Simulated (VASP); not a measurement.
# Se (P3_221) in VASP: notebook

One crystal, Se, is run at these levels: PBE; tasks: single point.

Everything below comes from runs of VASP 6.6.1. Logs are shortened: lines on timing, memory, paths and dates and some standing lists are left out, and cuts for length are marked.

### Step 1. The crystal as given

It takes space group P3_221 (No. 154, trigonal). The conventional cell has a = 4.355 Å, b = 4.355 Å, c = 4.949 Å, α = 90.00°, β = 90.00°, γ = 120.00°. Around Se (site symmetry 2) lie 2 Se at 2.32 Å.

### Step 2. Single point, PBE

INCAR

```
SYSTEM = Se
PREC     = Accurate       ! precision mode
ENCUT    = 500            ! plane-wave cutoff, eV
EDIFF    = 1E-6           ! SCF threshold, eV
ISMEAR   = 0              ! smearing method
SIGMA    = 0.05           ! smearing width, eV
LREAL    = .FALSE.        ! projectors in reciprocal space
LASPH    = .TRUE.         ! aspherical terms in the spheres
NELM     = 100            ! most SCF steps
ALGO     = Normal         ! electronic algorithm
ISIF     = 2              ! what is computed and relaxed
LWAVE    = .FALSE.        ! write WAVECAR
LCHARG   = .FALSE.        ! write CHGCAR
GGA      = PE             ! functional
NBANDS   = 16             ! bands
ADDGRID  = .FALSE.
```

KPOINTS

```
Automatic mesh
0
G
  2 2 1
  0 0 0
```

POSCAR

```
Se
1.0
    4.3551700000      0.0000000000      0.0000000000
   -2.1775850000      3.7716878578      0.0000000000
    0.0000000000      0.0000000000      4.9494500000
Se
3
Direct
    0.7830000000      0.7830000000      0.5000000000
    0.0000000000      0.2170000000      0.8333333333
    0.2170000000      0.0000000000      0.1666666667
```

Potentials or basis: VASP PAW PBE potentials, release 64 (Se).

On the command line:

```sh
cat potpaw_PBE.64/Se/POTCAR > POTCAR
mpirun -np 1 vasp_std > vasp.out
```

OUTCAR:

```text
SYSTEM = Se
   PREC = Accurate
   ENCUT = 500
   EDIFF = 1E-6
   ISMEAR = 0
   LREAL = .FALSE.
   LASPH = .TRUE.
   NELM = 100
   ISIF = 2
   GGA = PE

 Found      2 irreducible k-points:

 Following reciprocal coordinates:
            Coordinates               Weight
  0.000000  0.000000  0.000000      1.000000
  0.500000  0.000000  0.000000      3.000000
   k-points           NKPTS =      2   k-points in BZ     NKDIM =      2   number of bands    NBANDS=     16
   number of dos      NEDOS =    301   number of ions     NIONS =      3
   total plane-waves  NPLWV =  36864
   dimension x,y,z NGX =    32 NGY =   32 NGZ =   36
   dimension x,y,z NGXF=    64 NGYF=   64 NGZF=   72
   ions per type =               3
   NGX,Y,Z   is equivalent  to a cutoff of  12.22, 12.22, 12.09 a.u.
   NGXF,Y,Z  is equivalent  to a cutoff of  24.43, 24.43, 24.18 a.u.
 SYSTEM =  Se
   PREC   = accura    normal or accurate (medium, high low for compatibility)
   ISTART =      0    job   : 0-new  1-cont  2-samecut
   ICHARG =      2    charge: 1-file 2-atom 10-const
   ISPIN  =      1    spin polarized calculation?
   LNONCOLLINEAR =      F non collinear calculations
   LSORBIT =      F    spin-orbit coupling
   LASPH  =      T    aspherical Exc in radial PAW
   ENCUT  =  500.0 eV  36.75 Ry    6.06 a.u.   7.94  7.94  9.02*2*pi/ulx,y,z
   NELM   =    100;   NELMIN=  2; NELMDL= -5     # of ELM steps
   EDIFF  = 0.1E-05   stopping-criterion for ELM
[... 18 lines left out ...]
     AMIX     =   0.40;   BMIX     =  1.00
     AMIX_MAG =   1.60;   BMIX_MAG =  1.00
  volume/ion in A,a.u.               =      27.10       182.88
  Fermi-wavevector in a.u.,A,eV,Ry     =   0.990375  1.871538 13.345178  0.980843
  Thomas-Fermi vector in A             =   2.122041
   LORBIT       =      0    0 simple, 1 ext, 2 COOP (PROOUT), +10 PAW based schemes
   GGA     = PE    functional components
[... 5 lines left out ...]
 non-spin polarized calculation
 Gauss-broadening in eV      SIGMA  =   0.05
  energy-cutoff  :      500.00
  volume of cell :       81.30
 maximum number of plane-waves:      2062
 NGX is ok and might be reduce to    32
   NGX = 15   NGY = 15   NGZ = 19

 number of electron      17.9999998 magnetization

 Free energy of the ion-electron system (eV)
  ---------------------------------------------------
  ext. energy  EPLUGINS =         0.00000000
  ---------------------------------------------------
  free energy    TOTEN  =       -11.45702236 eV

  energy without entropy =      -11.45702236  energy(sigma->0) =      -11.45702236

 E-fermi :   2.6277     XC(G=0):  -8.8081

 val. band max:        2.3576908456   @ k =   0.0000   0.0000   0.0000
 cond. band min:       4.8552559784   @ k =   0.0000   0.0000   0.0000
 fundamental gap:      2.4975651329
 Fermi energy:         2.6276858089

 k-point     1 :       0.0000    0.0000    0.0000
  band No.  band energies     occupation
      1     -13.3140      2.00000
      2      -9.0352      2.00000
      3      -9.0352      2.00000
      4      -1.2045      2.00000
      5      -1.2045      2.00000
      6      -1.0175      2.00000
[... 8 lines left out ...]
     15       9.1869      0.00000
     16      11.1250      0.00000

 k-point     2 :       0.5000    0.0000    0.0000
  band No.  band energies     occupation
      1     -12.8710      2.00000
      2      -9.4819      2.00000
      3      -8.9775      2.00000
      4      -2.5754      2.00000
      5      -2.0541      2.00000
      6      -0.6936      2.00000
[... 8 lines left out ...]
     15      12.4442      0.00000
     16      12.4903      0.00000

------------------------ aborting loop because EDIFF is reached ----------------------------------------

  FORCE on cell =-STRESS in cart. coord.  units (eV):
  Direction    XX          YY          ZZ          XY          YZ          ZX
  --------------------------------------------------------------------------------------
  -------------------------------------------------------------------------------------
  Total        1.2393174      1.2393174      1.8360083      0.0000000     -0.0000000      0.0000000
  in kB       24.4227934     24.4227934     36.1815709      0.0000000     -0.0000000      0.0000000
  external PRESSURE =      28.3423859 kB  Pullay stress =       0.0000000 kB

 VOLUME and BASIS-vectors are now :
 -----------------------------------------------------------------------------
  energy-cutoff  :      500.00
  volume of cell :       81.30
      direct lattice vectors                 reciprocal lattice vectors
     4.355170000  0.000000000  0.000000000     0.229612162  0.132566644  0.000000000
    -2.177585000  3.771687858  0.000000000     0.000000000  0.265133287  0.000000000
     0.000000000  0.000000000  4.949450000     0.000000000  0.000000000  0.202042651

 POSITION                                       TOTAL-FORCE (eV/Angst)
 -----------------------------------------------------------------------------------
      1.70505      2.95323      2.47472         0.295377      0.511608      0.000000
     -0.47254      0.81846      4.12454         0.295377     -0.511608      0.000000
      0.94507      0.00000      0.82491        -0.590754     -0.000000      0.000000
 -----------------------------------------------------------------------------------
    total drift:                               -0.000000     -0.000000      0.000000

  FREE ENERGIE OF THE ION-ELECTRON SYSTEM (eV)
  ---------------------------------------------------
  free  energy   TOTEN  =       -11.4570223560 eV

  energy  without entropy=      -11.4570223560  energy(sigma->0) =      -11.45702236
```

It took 3.6 s on 1 thread of Intel Xeon 6975P-C (Granite Rapids), shared host; peak memory 0.17 GiB.

These settings aren't checked as converged: the numbers below hold their error.

Results:

```yaml
Free_energy: -11.4570 eV
Pressure: 2.8 GPa
Largest_force: 0.591 eV/Å
Band_gap_on_the_k_mesh: 2.50 eV, direct
```

Caveat: the k mesh is coarse (spacing up to 1.27 Å⁻¹), so the values aren't converged; an odd mesh through Γ misses points on the zone boundary, where band edges often lie.

### Step 3. Single point, PBE

INCAR: that of step 2 with these lines changed.

```diff
@@ -2,3 +2,3 @@
 PREC     = Accurate       ! precision mode
-ENCUT    = 500            ! plane-wave cutoff, eV
+ENCUT    = 600            ! plane-wave cutoff, eV
 EDIFF    = 1E-6           ! SCF threshold, eV
```

KPOINTS is that of step 2.

POSCAR is that of step 2.

Potentials or basis: VASP PAW PBE potentials, release 64 (Se).

On the command line:

```sh
cat potpaw_PBE.64/Se/POTCAR > POTCAR
mpirun -np 1 vasp_std > vasp.out
```

OUTCAR:

```text
SYSTEM = Se
   PREC = Accurate
   ENCUT = 600
   EDIFF = 1E-6
   ISMEAR = 0
   LREAL = .FALSE.
   LASPH = .TRUE.
   NELM = 100
   ISIF = 2
   GGA = PE

 Found      2 irreducible k-points:

 Following reciprocal coordinates:
            Coordinates               Weight
  0.000000  0.000000  0.000000      1.000000
  0.500000  0.000000  0.000000      3.000000
   k-points           NKPTS =      2   k-points in BZ     NKDIM =      2   number of bands    NBANDS=     16
   number of dos      NEDOS =    301   number of ions     NIONS =      3
   total plane-waves  NPLWV =  51840
   dimension x,y,z NGX =    36 NGY =   36 NGZ =   40
   dimension x,y,z NGXF=    72 NGYF=   72 NGZF=   80
   ions per type =               3
   NGX,Y,Z   is equivalent  to a cutoff of  13.74, 13.74, 13.44 a.u.
   NGXF,Y,Z  is equivalent  to a cutoff of  27.48, 27.48, 26.87 a.u.
 SYSTEM =  Se
   PREC   = accura    normal or accurate (medium, high low for compatibility)
   ISTART =      0    job   : 0-new  1-cont  2-samecut
   ICHARG =      2    charge: 1-file 2-atom 10-const
   ISPIN  =      1    spin polarized calculation?
   LNONCOLLINEAR =      F non collinear calculations
   LSORBIT =      F    spin-orbit coupling
   LASPH  =      T    aspherical Exc in radial PAW
   ENCUT  =  600.0 eV  44.10 Ry    6.64 a.u.   8.70  8.70  9.89*2*pi/ulx,y,z
   NELM   =    100;   NELMIN=  2; NELMDL= -5     # of ELM steps
   EDIFF  = 0.1E-05   stopping-criterion for ELM
[... 18 lines left out ...]
     AMIX     =   0.40;   BMIX     =  1.00
     AMIX_MAG =   1.60;   BMIX_MAG =  1.00
  volume/ion in A,a.u.               =      27.10       182.88
  Fermi-wavevector in a.u.,A,eV,Ry     =   0.990375  1.871538 13.345178  0.980843
  Thomas-Fermi vector in A             =   2.122041
   LORBIT       =      0    0 simple, 1 ext, 2 COOP (PROOUT), +10 PAW based schemes
   GGA     = PE    functional components
[... 5 lines left out ...]
 non-spin polarized calculation
 Gauss-broadening in eV      SIGMA  =   0.05
  energy-cutoff  :      600.00
  volume of cell :       81.30
 maximum number of plane-waves:      2708
 NGX is ok and might be reduce to    36
   NGX = 17   NGY = 17   NGZ = 19

 number of electron      17.9999999 magnetization

 Free energy of the ion-electron system (eV)
  ---------------------------------------------------
  ext. energy  EPLUGINS =         0.00000000
  ---------------------------------------------------
  free energy    TOTEN  =       -11.45735753 eV

  energy without entropy =      -11.45735753  energy(sigma->0) =      -11.45735753

 E-fermi :   2.6275     XC(G=0):  -8.8082

 val. band max:        2.3576526779   @ k =   0.0000   0.0000   0.0000
 cond. band min:       4.8552128100   @ k =   0.0000   0.0000   0.0000
 fundamental gap:      2.4975601321
 Fermi energy:         2.6274664795

 k-point     1 :       0.0000    0.0000    0.0000
  band No.  band energies     occupation
      1     -13.3141      2.00000
      2      -9.0352      2.00000
      3      -9.0352      2.00000
      4      -1.2045      2.00000
      5      -1.2045      2.00000
      6      -1.0175      2.00000
[... 8 lines left out ...]
     15       9.1866      0.00000
     16      11.1247      0.00000

 k-point     2 :       0.5000    0.0000    0.0000
  band No.  band energies     occupation
      1     -12.8711      2.00000
      2      -9.4819      2.00000
      3      -8.9776      2.00000
      4      -2.5753      2.00000
      5      -2.0541      2.00000
      6      -0.6936      2.00000
[... 8 lines left out ...]
     15      12.4439      0.00000
     16      12.4900      0.00000

------------------------ aborting loop because EDIFF is reached ----------------------------------------

  FORCE on cell =-STRESS in cart. coord.  units (eV):
  Direction    XX          YY          ZZ          XY          YZ          ZX
  --------------------------------------------------------------------------------------
  -------------------------------------------------------------------------------------
  Total        1.2401201      1.2401201      1.8350514      0.0000000      0.0000000      0.0000000
  in kB       24.4386118     24.4386118     36.1627139      0.0000000      0.0000000      0.0000000
  external PRESSURE =      28.3466459 kB  Pullay stress =       0.0000000 kB

 VOLUME and BASIS-vectors are now :
 -----------------------------------------------------------------------------
  energy-cutoff  :      600.00
  volume of cell :       81.30
      direct lattice vectors                 reciprocal lattice vectors
     4.355170000  0.000000000  0.000000000     0.229612162  0.132566644  0.000000000
    -2.177585000  3.771687858  0.000000000     0.000000000  0.265133287  0.000000000
     0.000000000  0.000000000  4.949450000     0.000000000  0.000000000  0.202042651

 POSITION                                       TOTAL-FORCE (eV/Angst)
 -----------------------------------------------------------------------------------
      1.70505      2.95323      2.47472         0.295496      0.511815     -0.000000
     -0.47254      0.81846      4.12454         0.295496     -0.511815     -0.000000
      0.94507      0.00000      0.82491        -0.590993      0.000000      0.000000
 -----------------------------------------------------------------------------------
    total drift:                                0.000000      0.000001      0.000000

  FREE ENERGIE OF THE ION-ELECTRON SYSTEM (eV)
  ---------------------------------------------------
  free  energy   TOTEN  =       -11.4573575337 eV

  energy  without entropy=      -11.4573575337  energy(sigma->0) =      -11.45735753
```

Run time: 4.4 s. Hardware: 1 thread of Intel Xeon 6975P-C (Granite Rapids), shared host; peak memory 0.2 GiB.

These settings aren't checked as converged: the numbers below hold their error.

What came out:

```yaml
Free_energy: -11.4574 eV
Pressure: 2.8 GPa
Largest_force: 0.591 eV/Å
Band_gap_on_the_k_mesh: 2.50 eV, direct
```

Caveat: the k mesh is coarse (spacing up to 1.27 Å⁻¹), so the values aren't converged; an odd mesh through Γ misses points on the zone boundary, where band edges often lie.

### Step 4. Single point, PBE

INCAR: that of step 3 with these lines changed.

```diff
@@ -2,3 +2,3 @@
 PREC     = Accurate       ! precision mode
-ENCUT    = 600            ! plane-wave cutoff, eV
+ENCUT    = 250            ! plane-wave cutoff, eV
 EDIFF    = 1E-6           ! SCF threshold, eV
```

KPOINTS

```
Automatic mesh
0
G
  4 4 3
  0 0 0
```

POSCAR is that of step 3.

On the command line:

```sh
cat potpaw_PBE.64/Se/POTCAR > POTCAR
mpirun -np 1 vasp_std > vasp.out
```

Wall time 3.4 s (1 thread of Intel Xeon 6975P-C (Granite Rapids), shared host); peak memory 0.13 GiB.

These settings aren't checked as converged: the numbers below hold their error.

Results:

```
Free energy            : -10.3689 eV
Pressure               : 5.6 GPa
Largest force          : 1.171 eV/Å
Band gap on the k mesh : 1.75 eV, indirect (least direct gap 2.02 eV)
```

Caveat: the k mesh is coarse (spacing up to 0.42 Å⁻¹), so the values aren't converged; the cutoff is under 1.25 times the usual one of these potentials, so pressure, stress and relaxed cells hold a basis-set (Pulay) error; an odd mesh through Γ misses points on the zone boundary, where band edges often lie; forces of over 1 eV/Å show positions far from the minimum, so gaps and moduli don't describe the material at rest.

### Step 5. Single point, PBE

INCAR: that of step 4 with these lines changed.

```diff
@@ -2,3 +2,3 @@
 PREC     = Accurate       ! precision mode
-ENCUT    = 250            ! plane-wave cutoff, eV
+ENCUT    = 300            ! plane-wave cutoff, eV
 EDIFF    = 1E-6           ! SCF threshold, eV
```

KPOINTS is that of step 4.

POSCAR is that of step 4.

Potentials or basis: VASP PAW PBE potentials, release 64 (Se).

On the command line:

```sh
cat potpaw_PBE.64/Se/POTCAR > POTCAR
mpirun -np 1 vasp_std > vasp.out
```

OUTCAR:

```text
SYSTEM = Se
   PREC = Accurate
   ENCUT = 300
   EDIFF = 1E-6
   ISMEAR = 0
   LREAL = .FALSE.
   LASPH = .TRUE.
   NELM = 100
   ISIF = 2
   GGA = PE

 Found      9 irreducible k-points:

 Following reciprocal coordinates:
            Coordinates               Weight
  0.000000  0.000000  0.000000      1.000000
  0.250000  0.000000  0.000000      6.000000
  0.500000  0.000000  0.000000      3.000000
  0.250000  0.250000  0.000000      6.000000
  0.000000  0.000000  0.333333      2.000000
  0.250000  0.000000  0.333333      6.000000
[... 193 lines left out ...]
  FORCE on cell =-STRESS in cart. coord.  units (eV):
  Direction    XX          YY          ZZ          XY          YZ          ZX
  --------------------------------------------------------------------------------------
  -------------------------------------------------------------------------------------
  Total        2.4662648      2.4662648      3.7653583      0.0000000     -0.0000000      0.0000000
  in kB       48.6018151     48.6018151     74.2025944      0.0000000     -0.0000000      0.0000000
  external PRESSURE =      57.1354082 kB  Pullay stress =       0.0000000 kB

 VOLUME and BASIS-vectors are now :
 -----------------------------------------------------------------------------
  energy-cutoff  :      300.00
  volume of cell :       81.30
      direct lattice vectors                 reciprocal lattice vectors
     4.355170000  0.000000000  0.000000000     0.229612162  0.132566644  0.000000000
    -2.177585000  3.771687858  0.000000000     0.000000000  0.265133287  0.000000000
     0.000000000  0.000000000  4.949450000     0.000000000  0.000000000  0.202042651

 POSITION                                       TOTAL-FORCE (eV/Angst)
 -----------------------------------------------------------------------------------
      1.70505      2.95323      2.47472        -0.583095     -1.009950      0.000000
     -0.47254      0.81846      4.12454        -0.583095      1.009950      0.000000
      0.94507      0.00000      0.82491         1.166190     -0.000000     -0.000000
 -----------------------------------------------------------------------------------
    total drift:                                0.000004      0.000008      0.000000

  FREE ENERGIE OF THE ION-ELECTRON SYSTEM (eV)
  ---------------------------------------------------
  free  energy   TOTEN  =       -10.3724938348 eV

  energy  without entropy=      -10.3724938348  energy(sigma->0) =      -10.37249383
```

OSZICAR:

```text
N       E                     dE             d eps       ncg     rms          rms(c)
DAV:   1     0.593442765407E+02    0.59344E+02   -0.52803E+03   288   0.601E+02
DAV:   2    -0.695072839622E+01   -0.66295E+02   -0.64008E+02   408   0.128E+02
DAV:   3    -0.104355069752E+02   -0.34848E+01   -0.34766E+01   352   0.335E+01
DAV:   4    -0.104551954650E+02   -0.19688E-01   -0.19688E-01   384   0.308E+00
DAV:   5    -0.104553373520E+02   -0.14189E-03   -0.14189E-03   344   0.243E-01    0.764E+00
DAV:   6    -0.103938556070E+02    0.61482E-01   -0.36797E-02   392   0.118E+00    0.473E+00
DAV:   7    -0.103731199399E+02    0.20736E-01   -0.76367E-02   304   0.166E+00    0.214E-01
DAV:   8    -0.103723296656E+02    0.79027E-03   -0.87886E-03   328   0.581E-01    0.111E-01
DAV:   9    -0.103724366213E+02   -0.10696E-03   -0.33367E-04   400   0.111E-01    0.378E-02
DAV:  10    -0.103724895327E+02   -0.52911E-04   -0.48468E-05   336   0.463E-02    0.674E-03
DAV:  11    -0.103724939052E+02   -0.43725E-05   -0.83982E-06   384   0.175E-02    0.409E-03
DAV:  12    -0.103724938348E+02    0.70414E-07   -0.15095E-06   272   0.800E-03
   1 F= -.10372494E+02 E0= -.10372494E+02  d E =-.208662E-11
```

Run time: 4.2 s. Hardware: 1 thread of Intel Xeon 6975P-C (Granite Rapids), shared host; peak memory 0.14 GiB.

These settings aren't checked as converged: the numbers below hold their error.

What came out:

- Free energy: -10.3725 eV
- Pressure: 5.7 GPa
- Largest force: 1.166 eV/Å
- Band gap on the k mesh: 1.75 eV, indirect (least direct gap 2.02 eV)

Caveat: the k mesh is coarse (spacing up to 0.42 Å⁻¹), so the values aren't converged; an odd mesh through Γ misses points on the zone boundary, where band edges often lie; forces of over 1 eV/Å show positions far from the minimum, so gaps and moduli don't describe the material at rest.
